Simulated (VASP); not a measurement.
Input of a VASP 6.6.1 run:

Contents of INCAR:

```
SYSTEM = SiO2
PREC = Accurate
ENCUT = 600
EDIFF = 1E-7
ISMEAR = 0
SIGMA = 0.03
LREAL = .False.
LASPH = .True.
NELM = 80
ALGO = Normal
ISIF = 4
LWAVE = .False.
LCHARG = .False.
IBRION = 2
NSW = 40
EDIFFG = -0.01
KPAR = 2
```

KPOINTS

```
Automatic mesh
0
Gamma
  8 8 10
  0 0 0
```

The input POSCAR:

```
SiO2                                    
1.0
    4.2090391275     -0.0000000000      0.0000000000
    0.0000000000      4.2090391275      0.0000000000
    0.0000000000      0.0000000000      2.7010507402
  Si              O             
     2     4
Direct
     0.0000000000000000    0.0000000000000000    0.0000000000000000
     0.5000000000000000    0.5000000000000000    0.5000000000000000
     0.3053962239363520    0.3053962239363520    0.0000000000000000
     0.1946037760636481    0.8053962239363520    0.5000000000000000
     0.6946037760636480    0.6946037760636480    0.0000000000000000
     0.8053962239363520    0.1946037760636481    0.5000000000000000
```

Potentials or basis: VASP PAW LDA potentials, release 64 (Si, O).

Command:

```sh
$ cat potpaw_LDA.64/Si/POTCAR potpaw_LDA.64/O/POTCAR > POTCAR
$ mpirun -np 2 vasp_std > vasp.out
```

(1) Predict the energy gained by relaxing.

(2) Estimate the band gap on the k mesh.

## Answers

(1) 1.1 meV/atom.

(2) 5.17 eV, direct.
